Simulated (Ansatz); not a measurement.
# V2NF2 MXene monolayer in a perpendicular field, part 2 of 2

Aim: how the V2NF2 MXene monolayer screens a field along its normal, and what the field does to its bands. A positive field points along +c.

Ansatz 0.2.0; plane-wave DFT, PBE-D3(BJ), Ansatz PAW.

So far. Step 2 (Relaxation): The lattice constant a goes from 2.941 to 3.015 Å.

**3. Atoms held, field 0**

A sawtooth potential applies the field, turning back in the middle of the vacuum. With the dipole correction the typed value is the field outside the slab. The induced dipole is small, so the SCF threshold is tight.

The cell differs from the one that the last finished run ended in (c 39.427 → 22.380 Å).

input.yaml

```yaml
crystal:
  lattice:
    - [3.0149769595, 0.0, 0.0]
    - [-1.5074884797, 2.6110466387, 0.0]
    - [0.0, 0.0, 22.3800478064]
  atoms:
    - { symbol: F, position: [0.3333333333, 0.6666666667, 0.4021439131] }
    - { symbol: V, position: [0.6666666667, 0.3333333333, 0.4577652104] }
    - { symbol: "N", position: [0.0, 0.0, 0.5] }
    - { symbol: V, position: [0.3333333333, 0.6666666667, 0.5422347896] }
    - { symbol: F, position: [0.6666666667, 0.3333333333, 0.5978560869] }
kpoints:
  mp_grid: { grid: [18, 18, 1] }
  band_path:
    path: [[0, 0, 0], [0.5, 0, 0], [0.33333333, 0.33333333, 0], [0, 0, 0]]
    npoints: 16
hamiltonian:
  xc: pbe
  dispersion: d3bj
scf:
  occupations: { method: fermi_dirac, width: 0.02585 }
  convergence: { dr2_threshold: 1.0e-10 }
efield:
  axis: 3
  dipole_correction: true
  ramp_position: 0.97
  ramp_width: 0.06
  amplitude: 0
output:
  dos: { projected: true, e_range: [-6, 5] }
  write_potential: true
  write_density: true
  volumetric_format: npy
  elf: true
```

Started as:

```
$ ansatz run input.yaml --threads 2 --pin off --max-ram 3072MiB --backend cpu --events-out ev --progress --plain --runs-dir out
```

Numbers of over 12 decimals in the logs are rounded to 6 here.

The log of the run:

```text
[...]
Crystal: 5 atoms, lattice volume = 176.181 Å³
Basis set: ecut = 420 eV, 3363 PW (Γ)
Bands: 28, of which v1, the nominal top of the filled ones, is band 23 counted from 1 (22 counted from 0)
Symmetry: 6 space group operations
k-points: 37 of 324 (time reversal used)
[...]
SCF iter   1: F=—  HF=-7830.348998 eV  |F-HF|=—  |Δ(HF+E_count)|=         —  Δρ=7.29e-3  dr2=4.85e-2  ethr=1.77e-3  p=0.000 e·Å  D=1.09e-13 V/Å  ΔV_dip=-0.00 eV  dr2_dipole=2.49e-8  V_vac-E_F(+/−)=5.14/5.14 eV  ⟨swp⟩=9.1  Hψ=5390  notcnv=0
efield: sawtooth ramp at fractional position 0.9700 (set: `efield.ramp_position`, or a place that a band, a saddle search or an elastic batch's reference lends), width 0.0600; the density the first Hamiltonian is built on has a dipole p = 0.000 e·Å; the dipole correction subtracts the counter field D = 1.09e-13 V/Å, which shifts the + side's vacuum level by -0.00 eV against the − side's; the planar-averaged density in the ramp window peaks in size at 2.6e-5 e/Å³
[...]
SCF iter   2: F=—  HF=-7830.352094 eV  |F-HF|=—  |Δ(HF+E_count)|=   3.10e-3  Δρ=4.47e-3  dr2=2.69e-2  ethr=1.08e-4  p=0.000 e·Å  D=5.59e-6 V/Å  ΔV_dip=-0.00 eV  dr2_dipole=1.21e-7  V_vac-E_F(+/−)=4.84/4.84 eV  ⟨swp⟩=3.9  Hψ=2932  notcnv=0  defer=19
[...]
SCF iter   9: F=-7830.344747 eV  HF=-7830.344747 eV  |F-HF|=1.56e-10  |Δ(HF+E_count)|=  8.96e-10  Δρ=2.14e-7  dr2=4.54e-11  ethr=1.00e-12  p=-0.000 e·Å  D=-4.80e-8 V/Å  ΔV_dip=0.00 eV  dr2_dipole=1.24e-12  V_vac-E_F(+/−)=4.96/4.96 eV  ⟨swp⟩=5.9  Hψ=3737  notcnv=0
SCF 1 converged in 9 iterations: F = -7830.344747 eV  dr2 = 4.54e-11
[...]
NSCF: frozen V_eff on 49 k-points
efield: sawtooth ramp at fractional position 0.9700 (kept from the solve that this one continues, or follows in the run), width 0.0600; the density the first Hamiltonian is built on has a dipole p = -0.000 e·Å; the dipole correction subtracts the counter field D = -4.80e-8 V/Å, which shifts the + side's vacuum level by +0.00 eV against the − side's; the planar-averaged density in the ramp window peaks in size at 1.5e-6 e/Å³
[...]
SCF converged after 9 iterations
Free energy (F): -7830.344747 eV
[...]
Internal energy: -7830.339840 eV  (E = F + TS)
E sigma→0 (E₀):  -7830.342294 eV
Entropy (-TS):   -0.004907 eV (-0.981 meV/atom)
Fermi energy:    0.218912 eV
Dipole field:    D = 0.000002 V/Å  (p = 0.000002 e·Å, saw-weighted, corrected)
Work function:   Φ+ = 4.9564 eV   Φ− = 4.9565 eV
Levels:          The Fermi level and band energies are counted from a zero that moves with the ramp; work functions are not
[...]
--- Band table (eV; the first three rows and the last of 37) ---
  k-point 0: bands = [... 19 lower, -4.8668, -1.5123, -1.5123, 0.0383, 0.8926, 0.8926, 1.0084, 1.1378, ... 1 higher]
  k-point 1: bands = [... 19 lower, -4.8465, -1.5400, -1.4604, 0.0198, 0.8046, 0.8960, 1.1238, 1.1584, ... 1 higher]
  k-point 2: bands = [... 19 lower, -4.8180, -1.6247, -1.3140, -0.0260, 0.7013, 0.9090, 1.1321, 1.2439, ... 1 higher]
  k-point 36: bands = [... 19 lower, -5.3161, -0.7170, -0.7115, -0.7115, 1.1346, 1.1346, 1.6810, 2.5347, ... 1 higher]
```

The job ended after 7.7 s (2 threads of Intel Xeon 6975P-C (Granite Rapids), shared host; peak memory 0.56 GiB).

Numbers from this step:

```yaml
energy_at_zero_smearing: -7830.3423 eV
work_function_upper_face: 4.956 eV
dipole_along_the_normal: 1.51e-6 e·Å
```

Running mean over a fixed 2.5 Å (it still follows the layers) of the planar mean; the ramp of the sawtooth is left out. Electron's electrostatic potential energy less the Fermi level against z:

z (Å), electron's electrostatic potential energy less the Fermi level (eV) and a bar from the least value:
```
        3        5.0 ##############################
        4        5.0 ##############################
        5        5.0 ##############################
        6        5.0 ##############################
        7        4.8 ##############################
        8        1.8 #########################
        9       -4.0 ###############
       10      -10.2 ####
       11      -12.6 
       12      -11.4 ##
       13       -6.5 ##########
       14       -0.1 #####################
       15        4.3 #############################
       16        4.9 ##############################
       17        5.0 ##############################
       18        5.0 ##############################
       19        5.0 ##############################
```

The density of states has structure finer than the step of the table below, so its rows give means over 0.25 eV, whole bins alone (the curve runs from -6 to 0.59 eV). Peaks (eV: height): -5.780: 17.9, -5.530: 16.7, -5.450: 9.54, -5.040: 11.8, -0.240: 7.21, 0.180: 6.37, 0.450: 4.91.

The density of states by energy, zero at the Fermi level; means over each step:

energy (eV), density of states (states/eV a cell) and a bar:
```
    -5.75        7.5 ##############################
    -5.50        6.3 #########################
    -5.25        2.9 ############
    -5.00        2.1 ########
    -4.75        0.0 
    -4.50        0.0 
    -4.25        0.0 
    -4.00        0.0 
    -3.75        0.0 
    -3.50        0.0 
    -3.25        0.0 
    -3.00        0.0 
    -2.75        0.8 ###
    -2.50        1.3 #####
    -2.25        1.6 ######
    -2.00        2.6 ##########
    -1.75        1.4 ######
    -1.50        1.1 ####
    -1.25        2.1 #########
    -1.00        1.5 ######
    -0.75        1.3 #####
    -0.50        1.4 #####
    -0.25        3.4 ##############
     0.00        3.0 ############
     0.25        2.3 #########
```

Projected DOS per atom over height of the atomic layer and energy from the Fermi level. Layers: F V N V F from below.

Values in states/eV, 22 rows by 5 columns, each cell a mean:
```
0.12 1.07 0.06 1.07 0.12
0.03 1.30 0.13 1.30 0.03
0.06 1.56 0.10 1.56 0.06
0.04 0.90 0.05 0.90 0.04
0.04 0.61 0.03 0.61 0.04
0.05 0.76 0.03 0.76 0.05
0.04 0.87 0.02 0.87 0.04
0.03 0.49 0.02 0.49 0.03
0.09 1.04 0.06 1.04 0.09
0.07 0.72 0.03 0.72 0.07
0.06 0.58 0.01 0.58 0.06
0.02 0.20 0.00 0.20 0.02
0.00 0.00 0.00 0.00 0.00
0.00 0.00 0.00 0.00 0.00
0.00 0.00 0.00 0.00 0.00
0.00 0.00 0.00 0.00 0.00
0.00 0.00 0.00 0.00 0.00
0.00 0.00 0.00 0.00 0.00
0.30 0.05 0.29 0.05 0.30
0.72 0.25 1.20 0.25 0.72
0.73 0.44 2.09 0.44 0.73
1.99 0.55 2.55 0.55 1.99
```
Columns: height of the atomic layer (Å) from 9 to 13.4 (not evenly spaced); rows upwards: energy from the Fermi level (eV) from -5.96 to 0.61.

Electronic bands along the path, in eV, zero at the Fermi level:

```tsv
point	band 20	band 21	band 22	band 23	band 24	band 25	band 26	band 27
Γ	-5.09	-1.73	-1.73	-0.18	0.67	0.67	0.79	0.92
halfway	-5.17	-2.27	-0.91	-0.28	0.50	0.78	0.98	1.33
M	-5.44	-2.81	0.01	0.23	0.80	0.89	1.37	1.66
halfway	-5.51	-2.17	-0.39	-0.16	0.87	0.94	1.44	1.83
K	-5.54	-0.94	-0.93	-0.93	0.92	0.92	1.46	2.32
halfway	-5.25	-1.90	-1.38	0.09	0.56	0.76	1.06	1.31
Γ	-5.09	-1.73	-1.73	-0.18	0.67	0.67	0.79	0.92
```

Valence density in the ca plane at fractional y = 0.333, with atoms of V and F within 0.2 Å of it. It is the smooth field of the valence electrons, not physical close to the nuclei.

Ten steps, logarithmic in the rise over the least value, from '0' (0 e/Å³) to '9' (15 e/Å³), each cell a mean:
```
00000000000000000112454322223442100000000000
00000000000000000025897421125875200000000000
00000000000000000026998521136996200000000000
00000000000000000025787421125775100000000000
00000000000000000112453322223332000000000000
00000000000000001222222333321110000000000000
00000000000000001222123333331100000000000000
00000000000000001222223333321110000000000000
```
Columns run along c (16.0 Å, from fractional 0.12 to 0.84 of the cell), rows up along a (3.0 Å). Atoms in or near the plane, at fractional coordinates: V at (0.46, 0.67), F at (0.60, 0.67).

ELF in the ca plane at fractional y = 0.333, with atoms of V and F within 0.2 Å of it. It is the smooth field of the valence electrons, not physical close to the nuclei.

Values, 5 rows by 16 columns, each cell a mean:
```
0.00 0.00 0.00 0.00 0.00 0.00 0.03 0.10 0.45 0.29 0.16 0.59 0.62 0.09 0.00 0.00
0.00 0.00 0.00 0.00 0.00 0.00 0.01 0.11 0.71 0.44 0.18 0.66 0.73 0.16 0.00 0.00
0.00 0.00 0.00 0.00 0.00 0.00 0.04 0.12 0.46 0.29 0.16 0.59 0.62 0.09 0.00 0.00
0.00 0.00 0.00 0.00 0.00 0.01 0.18 0.45 0.14 0.43 0.20 0.14 0.13 0.01 0.00 0.00
0.00 0.00 0.00 0.00 0.00 0.01 0.19 0.46 0.14 0.45 0.19 0.12 0.12 0.01 0.00 0.00
```
Columns run along c (16.0 Å, from fractional 0.07 to 0.79 of the cell), rows up along a (3.0 Å). Atoms in or near the plane, at fractional coordinates: V at (0.46, 0.67), F at (0.60, 0.67).

Electrostatic potential energy in the ca plane at fractional y = 0.333, with atoms of V and F within 0.2 Å of it. With pseudopotentials it is smooth inside the atoms' cores, unlike the true potential.

Ten even steps from '0' (-32 eV) to '9' (5 eV), each cell a mean:
```
99999999999999999875213677777679999999999999
99999999999999999861000378883005999999999999
99999999999999999850120278881002999999999999
99999999999999999862000478884005999999999999
99999999999999999985324677778789999999999999
99999999999999999988777775457899999999999999
99999999999999999988888764347899999999999999
99999999999999999987767776567899999999999999
```
Columns run along c (16.0 Å, from fractional 0.12 to 0.84 of the cell; values clipped at the 3rd and 97th percentile), rows up along a (3.0 Å). Atoms in or near the plane, at fractional coordinates: V at (0.46, 0.67), F at (0.60, 0.67).

The work function of the upper face is 4.96 eV.

**4. Single point, field 0.1 V/Å**

input.yaml: that of step 3 with these lines changed.

```diff
@@ -27,5 +27,4 @@
   ramp_width: 0.06
-  amplitude: 0
+  amplitude: 0.1
 output:
-  dos: { projected: true, e_range: [-6, 5] }
   write_potential: true
@@ -33,2 +32 @@
   volumetric_format: npy
-  elf: true
```

The log of the run:

```text
[...]
Crystal: 5 atoms, lattice volume = 176.181 Å³
Basis set: ecut = 420 eV, 3363 PW (Γ)
Bands: 28, of which v1, the nominal top of the filled ones, is band 23 counted from 1 (22 counted from 0)
Symmetry: 6 space group operations
k-points: 37 of 324 (time reversal used)
[...]
k-point 0: bands = [... 19 lower, -4.8665, -1.5124, -1.5124, 0.0381, 0.8925, 0.8925, 1.0081, 1.1377, ... 1 higher]
  k-point 1: bands = [... 19 lower, -4.8462, -1.5401, -1.4605, 0.0196, 0.8044, 0.8959, 1.1235, 1.1583, ... 1 higher]
  k-point 2: bands = [... 19 lower, -4.8177, -1.6248, -1.3141, -0.0261, 0.7011, 0.9088, 1.1319, 1.2437, ... 1 higher]
  k-point 36: bands = [... 19 lower, -5.3162, -0.7171, -0.7132, -0.7101, 1.1343, 1.1346, 1.6809, 2.5324, ... 1 higher]
[key lines of the parts left out:]
SCF converged after 12 iterations
Free energy (F): -7830.345772 eV
Fermi energy:    0.218765 eV
Dipole field:    D = 0.021040 V/Å  (p = 0.020486 e·Å, saw-weighted, corrected)
```

Run time: 8.7 s. Hardware: 2 threads; peak memory 0.55 GiB.

The dipole is 0.0205 e·Å.

**5. Single point, field -0.1 V/Å**

input.yaml: that of step 4 with these lines changed.

```diff
@@ -27,3 +27,3 @@
   ramp_width: 0.06
-  amplitude: 0.1
+  amplitude: -0.1
 output:
```

The log of the run:

```text
[...]
Crystal: 5 atoms, lattice volume = 176.181 Å³
Basis set: ecut = 420 eV, 3363 PW (Γ)
Bands: 28, of which v1, the nominal top of the filled ones, is band 23 counted from 1 (22 counted from 0)
Symmetry: 6 space group operations
k-points: 37 of 324 (time reversal used)
[...]
k-point 0: bands = [... 19 lower, -4.8665, -1.5124, -1.5124, 0.0381, 0.8925, 0.8925, 1.0081, 1.1377, ... 1 higher]
  k-point 1: bands = [... 19 lower, -4.8462, -1.5401, -1.4605, 0.0196, 0.8044, 0.8959, 1.1235, 1.1583, ... 1 higher]
  k-point 2: bands = [... 19 lower, -4.8177, -1.6248, -1.3141, -0.0261, 0.7011, 0.9088, 1.1319, 1.2437, ... 1 higher]
  k-point 36: bands = [... 19 lower, -5.3162, -0.7171, -0.7132, -0.7101, 1.1343, 1.1346, 1.6809, 2.5324, ... 1 higher]
[key lines of the parts left out:]
SCF converged after 12 iterations
Free energy (F): -7830.345772 eV
Fermi energy:    0.218767 eV
Dipole field:    D = -0.021040 V/Å  (p = -0.020486 e·Å, saw-weighted, corrected)
```

Wall time 8.4 s (2 threads); peak memory 0.52 GiB; 16 s of CPU time.

The dipole is -0.0205 e·Å.

**6. Response, atoms held**

This step: plane-wave DFT, PBE-D3(BJ), Ansatz PAW; response to a field along the normal, atoms held (Ansatz 0.2.0).

The dipoles give the slope, and the difference of two potentials shows where the field is screened.

Numbers from this step:

* equivalent conductor thickness p/(ε₀AE): 4.709 Å
* distance between the outer atoms: 4.380 Å

Dipole of the cell against applied field:

```tsv
applied field (V/Å)	dipole of the cell (e·Å)
-0.1000	-0.0205
0.0000	1.5e-6
0.1000	0.0205
```

Local field over the applied field, running mean. From the potentials at -0.1 and 0.1 V/Å; running mean over 2.5 Å. The local field over applied field by z:

z (Å), local field over applied field and a bar:
```
      4.5      1.000 ##############################
      5.0      1.000 ##############################
      5.5      0.999 ##############################
      6.0      0.996 ##############################
      6.5      0.986 ##############################
      7.0      0.951 ############################
      7.5      0.865 ##########################
      8.0      0.738 ######################
      8.5      0.590 #################
      9.0      0.438 ############
      9.5      0.285 #######
     10.0      0.169 ###
     10.5      0.097 #
     11.0      0.065 
     11.5      0.069 
     12.0      0.110 #
     12.5      0.193 ####
     13.0      0.320 ########
     13.5      0.475 #############
     14.0      0.626 ##################
     14.5      0.772 #######################
     15.0      0.890 ##########################
     15.5      0.963 #############################
     16.0      0.989 ##############################
     16.5      0.997 ##############################
     17.0      0.999 ##############################
     17.5      1.000 ##############################
     18.0      1.000 ##############################
```

Electrons, planar mean, per unit field. Induced electron density against z:

z (Å), induced electron density (e/Å³ per V/Å) and a bar from the least value:
```
     4.03    0.00000 ###############
     4.48    0.00000 ###############
     4.77    0.00000 ###############
     5.22    0.00000 ###############
     5.52    0.00000 ###############
     5.97    0.00001 ###############
     6.42    0.00004 ###############
     6.71    0.00009 ###############
     7.16    0.00029 ################
     7.46    0.00063 ##################
     7.91    0.00174 #######################
     8.36    0.00340 ##############################
     8.65    0.00259 ##########################
     9.10    0.00214 ########################
     9.40    0.00068 ##################
     9.85    0.00051 #################
    10.29    0.00185 #######################
    10.59    0.00085 ###################
    11.04    0.00032 ################
    11.34   -0.00032 ##############
    11.79   -0.00085 ###########
    12.09   -0.00185 #######
    12.53   -0.00051 #############
    12.98   -0.00068 ############
    13.28   -0.00214 ######
    13.73   -0.00259 ####
    14.02   -0.00340 
    14.47   -0.00174 #######
    14.92   -0.00063 ############
    15.22   -0.00029 ##############
    15.67   -0.00009 ###############
    15.96   -0.00004 ###############
    16.41   -0.00001 ###############
    16.86    0.00000 ###############
    17.16    0.00000 ###############
    17.61    0.00000 ###############
    17.90    0.00000 ###############
    18.35    0.00000 ###############
```

By hand: between -0.1 and 0.1 V/Å the dipole changes by 0.04097 e·Å, a slope of 0.2049 e·Å²/V. A perfect conductor of thickness t has p = ε₀AEt, so t = 180.95 × 0.2049 / 7.872 = 4.71 Å (e/ε₀ = 180.95 V·Å, A in Å²).

The induced dipole is that of a conductor 4.71 Å thick.

**7. Outcome**

```
gap without field                          : none
work function, upper face                  : 4.96 eV
equivalent conductor thickness, atoms held : 4.71 Å
```

The induced dipole equals that of a perfect conductor 4.71 Å thick, while the outer atoms lie 4.38 Å apart. There is no gap over 0.03 eV, with or without the field. The first relaxation ran with spin and lost its moment, and the later runs have none; other magnetic states were not tried. The MXene's terminations sit over the metal atoms of its far layer; the site over carbon or nitrogen, which some compounds prefer, was not run.

[Logs are printed without paths, hosts, clocks, repeated set-up lines and the standing remarks that a program may print on its own settings, such as how far it seeks lower states.]

[Hosts, paths, dates, database ids (printed as entryN), source tags and the programs' standing remarks are cut or masked in the printed files.]

[Maps of the electrostatic potential energy from Ansatz leave out the sawtooth potential of an applied field or a dipole correction, so their vacuum need not be flat; planar profiles and work functions include it.]

[The density of states shown here was stored with 400 of the rows of the run's finer table, so its peaks can read low, often by over a quarter, or be missed, and its means over a window can be off by a tenth or more.]
